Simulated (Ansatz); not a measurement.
## Work and stress of cleavage in NbP

Theory: DFT PBEsol, scalar-relativistic, plane waves, PAW (Ansatz 0.2.0). Cutoff 420 eV, Γ-centred 14×14×4 k-points, Gaussian smearing of 0.15 eV. No spin polarisation. Energies are free energies at this smearing, counted from the undisturbed cell; pressure is positive in compression.

Zero of the scan (relaxed at this level; it needn't be the usual structure):

```xyz
8
Lattice="-3.3203 0.0000 0.0000 0.0000 -3.3203 0.0000 0.0000 0.0000 11.2904" Properties=species:S:1:pos:R:3 pbc="T T T"
Nb    0.0000    0.0000    3.7697
Nb   -1.6601   -1.6601    9.4149
Nb   -1.6601    0.0000    0.9471
Nb    0.0000   -1.6601    6.5923
P     0.0000    0.0000   10.3436
P    -1.6601   -1.6601    4.6984
P     0.0000   -1.6601    1.8758
P    -1.6601    0.0000    7.5210
```

The cut lies on the cell's a–b face, a (0 0 1) plane (indices in the standard cell, whose axes needn't be the Cartesian ones shown) of area 11.02 Å², between layers 1.89 Å apart. Vector c is lengthened by d along the normal with the atoms' Cartesian places fixed: one unrelaxed cut a cell. The traction is positive where the two halves pull on each other.

```csv
d (Å),energy (J/m²),traction (GPa)
-0.30,0.91,-69.8
0.00,0.00,0.0
0.25,0.37,26.0
0.50,1.15,34.4
1.00,2.80,29.0
1.50,3.94,16.9
2.00,4.56,8.4
3.00,4.98,1.6
6.00,5.08,0.0
```

**Question.** What are the work of separation and the cleavage stress, and do they fit the universal binding curve?

**Answer.** The energy levels off near W ≈ 5.08 J/m² (the traction is down to 0.0 GPa), the energy of the two unrelaxed faces, 2.54 J/m² each on average. The largest sampled traction is 34.4 GPa at d = 0.50 Å, and a parabola through it and its two neighbours peaks at σ_max ≈ 35.9 GPa, d ≈ 0.66 Å. The curve E = W[1 − (1 + d/ℓ)exp(−d/ℓ)] peaks in traction at d = ℓ with σ_max = W/(eℓ); with 1 J/m² per Å = 10 GPa this W and σ_max give ℓ = 0.52 Å. A parabola through that curve at the same three d peaks at 0.61 Å, against 0.66 Å here, a fair fit. Real crystals break at far lower stress, because cracks concentrate it, and on the plane of lowest W, which needn't be this one.

The cut is rigid; relaxing the faces lowers these energies and usually the stresses.

In a metal these slopes depend on the k mesh and the smearing.

Cost: 9 runs of about 10 core-minutes in all, on Intel Xeon Platinum 8488C (Sapphire Rapids) (shared hosts).